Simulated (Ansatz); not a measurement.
**A film clamped to a substrate in SiGe**

Method: DFT PBEsol, scalar-relativistic, plane waves, PAW in Ansatz 0.2.0. Cutoff 420 eV, Γ-centred 12×12×6 k-points, Gaussian smearing of 0.03 eV. No spin polarisation. Energies are free energies at this smearing, counted from the undisturbed cell; pressure is positive in compression.

Zero of the scan (as given, not relaxed at this level; it stands at -0.2 GPa, and it needn't be the usual structure):

```xyz
4
Lattice="3.9045 0.0000 0.0000 -1.9522 3.3814 0.0000 0.0000 0.0000 6.4508" Properties=species:S:1:pos:R:3 pbc="T T T"
Si    1.9522    1.1271    5.6419
Si    0.0000    2.2542    2.4165
Ge    1.9522    1.1271    3.2279
Ge    0.0000    2.2542    0.0025
```

The cell (4 atoms, V0 = 85.17 Å³) is strained by p along both x and y and by q along z, fractional coordinates fixed. τp = (1/V0) ∂E/∂p = (σxx + σyy)(1 + p)(1 + q) and τq = (1/V0) ∂E/∂q = σzz(1 + p)², with tension positive.

| p | q | ΔE (meV/atom) | τp (GPa) | τq (GPa) |
| --- | --- | --- | --- | --- |
| 0.000 | 0.000 | 0.00 | 0.46 | 0.29 |
| -0.050 | 0.000 | 85.15 | -28.15 | -1.57 |
| 0.050 | 0.000 | 67.55 | 18.35 | 1.19 |
| 0.000 | -0.050 | 40.24 | -0.93 | -13.42 |
| 0.000 | 0.050 | 32.64 | 1.65 | 8.83 |

Q: Get the second derivatives of the energy density.

A: Central differences give A = ∂τp/∂p = 465 GPa (C11 + C22 + 2 C12), C = ∂τq/∂q = 222 GPa (C33) and the cross term B = ∂τq/∂p = 27.6 GPa (C13 + C23); ∂τp/∂q = 25.7 GPa must equal B, and any difference shows higher-order terms. Steps this large leave an error of some per cent of A or C in all of these, which can swamp a small B. The ions are clamped.

Q: A film of this crystal grows with z along the normal on a substrate that imposes p. How does its thickness respond, and what does the misfit cost?

A: Count p and q from the stress-free cell. A free surface needs τq = 0, so q = −(B/C) p = -0.12 p. The energy density left is (A − B²/C) p²/2 = M p², with the biaxial modulus M = 231 GPa; a misfit of 1 % costs 3.07 meV/atom, against 3.09 meV/atom if the thickness were held.

At p = -0.050 the energies along q are 138.2 (q = -0.050), 100.2 (q = -0.025), 85.1 (q = 0.000), 105.9 (q = 0.050) meV/atom.

Q: Does the linear rule hold at this misfit?

A: A parabola through the lowest point and its neighbours has its minimum at q = 0.010, 83.9 meV/atom. With the stress left in the starting cell, τp0 and τq0, linear elasticity gives q = −(τq0 + Bp)/C = 0.005 and E = V0(τp0 p + τq0 q + Ap²/2 + Bpq + Cq²/2)/N = 73.9 meV/atom. The energies differ by more than a tenth, so the quadratic law fails here: the gap holds the anharmonic part, with some error from the wide steps. Cubic terms also shift the vertex of so wide a parabola.

Forces appear on the atoms along this scan, and letting them relax would lower the energy and soften the response. The gap closes along the scan, which can put kinks into the curve.

The film resists misfit almost entirely in the plane, and its thickness barely responds. The coordinates describe a wurtzite-like, ordered SiGe network with one bond of each atom along z and three lying close to the basal plane. With fractional coordinates frozen, basal strain leaves the axial bonds unchanged and loads mainly the shallow ones, so little stress reaches z.

The thickness response of -0.12 p is much weaker than expected for tetrahedral Si-Ge networks. The likely cause is the suppressed internal displacement: free atoms could change the buckling of the layers, trading bond stretching for softer angle bending and coupling the plane more strongly to the normal. The small response therefore shouldn't be used to predict a real film's thickness.

Compression costs more than equal extension along both strain directions, as expected when short-range repulsion rises faster than bonding weakens on stretching. A quadratic law thus underestimates the cost of large compressive misfit and probably overestimates that of tensile misfit.
